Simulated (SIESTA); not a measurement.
The system is BeS.

```
S Be
1.0
     0.00000    2.42500    2.42500
     2.42500    0.00000    2.42500
     2.42500    2.42500    0.00000
S Be
1 1
Direct
  0.75000 0.75000 0.75000
  0.00000 0.00000 0.00000
```

Base run:

| Item | Value |
| --- | --- |
| Program | SIESTA 5.4.2 |
| Functional | PW91 |
| Potentials or basis | PseudoDojo 0.4 standard (PBE files) |
| Basis | DZP (energy shift 0.003 Ry; two zetas on semicore shells) |
| Grid cutoff | 800 Ry |
| Energy shift | 0.003 Ry |
| k mesh | 9 × 9 × 9 |
| Occupations | fermi-dirac, width 0.05 eV |
| Spin | no spin polarisation |

Its results: band gap on the k mesh 3.17 eV, indirect (least direct gap 5.51 eV); pressure 2.3 GPa.

**Question.** The run is repeated on the same cell with these changes: functional from PW91 to revPBE. What comes out?

**Answer.** Band gap on the k mesh 3.22 eV, indirect (least direct gap 5.56 eV); pressure 3.8 GPa.

revPBE binds less tightly than PW91, so the same cell stands under more pressure.

Caveats: short orbitals over semicore shells can move pressures by several GPa; the potentials were made for another functional, which shifts forces and pressure; the mesh misses the band edges, which the band path finds closer together; the basis of atomic orbitals isn't converged, which shifts pressures, moduli and gaps.
